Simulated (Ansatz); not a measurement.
Runs of Ansatz 0.2.0 on Na. Symmetry: Im-3m, No. 229, cubic system. The conventional cell has a = 4.282 Å, b = 4.282 Å, c = 4.282 Å, α = 90.00°, β = 90.00°, γ = 90.00°. Na (site symmetry m-3m) has 8 Na at 3.71 Å as nearest neighbours. 

```csv
task,level,potentials or basis,spin,cell,k mesh,cutoff (eV),smearing,driver,q mesh,points for each segment of the path,other keys,gap on the mesh (eV),pressure (GPa),moment (μB)
single point,m-r2SCAN+D4,Ansatz PAW,"collinear, ferromagnetic start",as given,9 × 9 × 9,500,fermi-dirac 0.1 eV,calculator,-,-,-,-,-0.3,0.00
phonons,PBEsol+D3(BJ)+ATM,as the typed override names,"non-collinear, program default start, SOC",volume scaled by 1.04,6 × 6 × 6,420,cold 0.1 eV,chain,2 × 2 × 2,8,hamiltonian.pseudopotentials = kind paw_fr; …,none,-,0.00
band structure,HSE06,Ansatz PAW polarizable,off,as given,6 × 6 × 6,420,gaussian 0.02 eV,chain,-,4,-,none,(a),-
single point,m-r2SCAN+D4,Ansatz PAW,"collinear, ferromagnetic start",as given,9 × 9 × 9,500,fermi-dirac 0.1 eV,-,-,-,-,none,-0.3,0.00
single point,LC-wPBE+D3(BJ)+ATM,Ansatz PAW,off,volume scaled by 0.96,7 × 7 × 7,420,fermi-dirac 0.05 eV,chain,-,-,-,none,-0.6,-
```

Question: Fill in the values left out.

Answer: (a) -0.2.

Caveats: the PAW data sets were made with another functional, which shifts forces and pressure a little (some runs); the thresholds are loose for stress (some runs); pairwise dispersion overbinds metals, which lowers pressure and volume (some runs); the starting moments weren't kept (some runs); the PAW data sets come from PBE, with cores solved anew for the run's functional, which leaves a small shift of forces and pressure (some runs).

A gap of «none» marks a metal or a gap under the smearing width.
